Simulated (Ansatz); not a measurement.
A 2-atom cell of BN (R3m) from a materials database (r2SCAN+rVV10 geometry), in Ansatz:

```cif
data_structure
_symmetry_space_group_name_H-M 'R3m:H'
_symmetry_Int_Tables_number 160
_cell_length_a 2.5002
_cell_length_b 2.5002
_cell_length_c 9.7600
_cell_angle_alpha 90.000
_cell_angle_beta 90.000
_cell_angle_gamma 120.000
_cell_volume 52.84
loop_
_atom_site_label
_atom_site_type_symbol
_atom_site_symmetry_multiplicity
_atom_site_Wyckoff_symbol
_atom_site_fract_x
_atom_site_fract_y
_atom_site_fract_z
_atom_site_occupancy
B1 B 3 a 0.00000 0.00000 0.00031 1
N1 N 3 a 0.66667 0.33333 0.00059 1
```

G0W0@r2SCAN with 66 empty bands, a screening cutoff of 140 eV and a 6×6×6 mesh (PAW, contour deformation) gives 5.973 eV over the mesh points, from an r2SCAN gap of 4.741 eV; it sums over 70 bands with 73 plane waves in the screening and a wave cutoff of 500 eV. G0W0 values are finite-basis, finite-mesh values. The values are computed, spin-unpolarised, and not measurements.

Problem. Estimate the gap with potentials of the kind norm-conserving, with them a wave cutoff of 1252 eV.

Solution. 5.978 eV (+0.005 eV), from a Kohn-Sham gap of 4.735 eV.

Problem. Estimate the gap with starting point PBE, with them a wave cutoff of 420 eV.

Solution. 5.728 eV (-0.245 eV), from a Kohn-Sham gap of 4.227 eV.

Problem. Estimate the gap with starting point HSE06, with them a wave cutoff of 420 eV.

Solution. 6.327 eV (+0.354 eV), from a Kohn-Sham gap of 5.495 eV.
